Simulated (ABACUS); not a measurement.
C:

```
C
1.0
     0.00000    1.78337    1.78337
     1.78337    0.00000    1.78337
     1.78337    1.78337    0.00000
C
2
Cartesian
  2.6751 2.6751 2.6751
  1.7834 1.7834 1.7834
```

This isn't the form of C at room conditions, which is graphite.

Base run:

| Item | Value |
| --- | --- |
| Program | ABACUS 3.10.1 |
| Functional | SOGGA |
| Potentials or basis | GBRV ultrasoft 1.5 PBEsol |
| Cutoff | 544 eV |
| Density cutoff | 4354 eV |
| Basis | plane waves |
| k mesh | 10 × 10 × 10 |
| Occupations | fermi-dirac, width 0.05 eV |
| Spin | no spin polarisation |

Its results: band gap on the k mesh 3.96 eV, indirect (least direct gap 5.50 eV); pressure -7.2 GPa.

Q: The run is repeated on the same cell with these changes: functional from SOGGA to WC. What comes out?

A: Band gap on the k mesh 4.09 eV, indirect (least direct gap 5.57 eV); pressure -4.3 GPa.

Caveats: the potentials were made for another functional, which shifts forces and pressure.

A k mesh can miss the band edges.

Not every run made on this cell is shown here.
